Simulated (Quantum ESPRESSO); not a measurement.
PtS2: equation of state with PBE

PtS2:

```
Pt S
1.0
     3.54320    0.00000    0.00000
    -1.77160    3.06850    0.00000
     0.00000    0.00000    5.03880
Pt S
1 2
Direct
  0.00000 0.00000 0.00000
  0.66667 0.33333 0.77300
  0.33333 0.66667 0.22700
```

```yaml
Program: Quantum ESPRESSO 7.5
Task: equation of state
Functional: PBE
Potentials_or_basis: SSSP 1.3 efficiency PBE
Cutoff: 748 eV
Density_cutoff: 5987 eV
k_mesh: 9 × 9 × 5
Occupations: fermi-dirac, width 0.05 eV
Spin: no spin polarisation
```

The equilibrium volume is 19.72 Å³/atom (rough: see the caveat) and the bulk modulus at fixed shape and positions is 124 GPa (rough).

Energy against volume, from the lowest point:
```
volume (Å³/atom)  energy (meV/atom)
          17.165             164.03
          17.531             114.87
          17.896              75.71
          18.261              45.51
          18.626              23.37
          18.992               8.44
          19.357               0.00
```

All runs of the series together: 5.1 min on 1 thread of Arm Neoverse V2, with other jobs on the host.

Caveat: the minimum lies outside the volumes run; the cell was scaled at fixed shape and fractional positions, which overstates the stiffness of a crystal with free parameters, most of all of layers and chains. Spin-orbit coupling is left out, which matters for the levels of Pt.
